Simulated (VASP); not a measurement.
VASP ran on this input.

### INCAR
```
SYSTEM  =  LaAlO3
PREC  =  Accurate; ENCUT  =  520; LREAL  =  .False.
LASPH  =  .True.
EDIFF  =  1E-7; NELM  =  100; ALGO  =  Normal
LMAXMIX  =  6
ISMEAR  =  0; SIGMA  =  0.05
GGA  =  PE
ISIF  =  2
LWAVE  =  .False.; LCHARG  =  .False.
```

**POSCAR**
```
LaAlO3
3.7322230
  1.0000000199   0.0000000000   0.0000000000
  0.0000000000   1.0000000199   0.0000000000
  0.0000000000   0.0000000000   1.0000000199
La Al O
1 1 3
Cart
  0.0000000000   0.0000000000   0.0000000000
  0.5000000099   0.5000000099   0.5000000099
  0.5000000099   0.0000000000   0.5000000099
  0.0000000000   0.5000000099   0.5000000099
  0.5000000099   0.5000000099   0.0000000000
```

**KPOINTS**
```
kpoints
0
Gamma
6 6 6
0 0 0
```

POTCAR, in this order: La Al O (PBE.64 set). Program: vasp_std.

Q: Write an equivalent input for Quantum ESPRESSO's pw.x.

A: One equivalent input (not run):
```
&CONTROL
  calculation = 'scf'
  pseudo_dir = './pseudo'
  outdir = './out'
  tprnfor = .true.
  tstress = .true.
/
&SYSTEM
  ibrav = 0
  nat = 5
  ntyp = 3
  ecutwfc = 110
  occupations = 'smearing'
  smearing = 'gaussian'
  degauss = 0.003675
  input_dft = 'pbe'
/
&ELECTRONS
  conv_thr = 7.3e-09
  electron_maxstep = 100
/
ATOMIC_SPECIES
  La 138.905 La.upf
  Al 26.982 Al.upf
  O 15.999 O.upf
CELL_PARAMETERS angstrom
     3.7322231    0.0000000    0.0000000
     0.0000000    3.7322231    0.0000000
     0.0000000    0.0000000    3.7322231
ATOMIC_POSITIONS crystal
  La   0.0000000  0.0000000  0.0000000
  Al   0.5000000  0.5000000  0.5000000
  O    0.5000000  0.0000000  0.5000000
  O    0.0000000  0.5000000  0.5000000
  O    0.5000000  0.5000000  0.0000000
K_POINTS automatic
  6 6 6 0 0 0
```
The two are equivalent in intent, not identical: the potentials are each code's own (VASP's PAW set, PseudoDojo norm-conserving files in pw.x), so ENCUT and ecutwfc are chosen apart and not converted; conv_thr bounds pw.x's estimated SCF error, while EDIFF bounds the energy change between steps.

The compound is LaAlO3 in the cubic perovskite structure, the ideal cubic form; the compound distorts at low or room temperature. This cell is one point of a volume scan, at 0.94 of the reference volume.
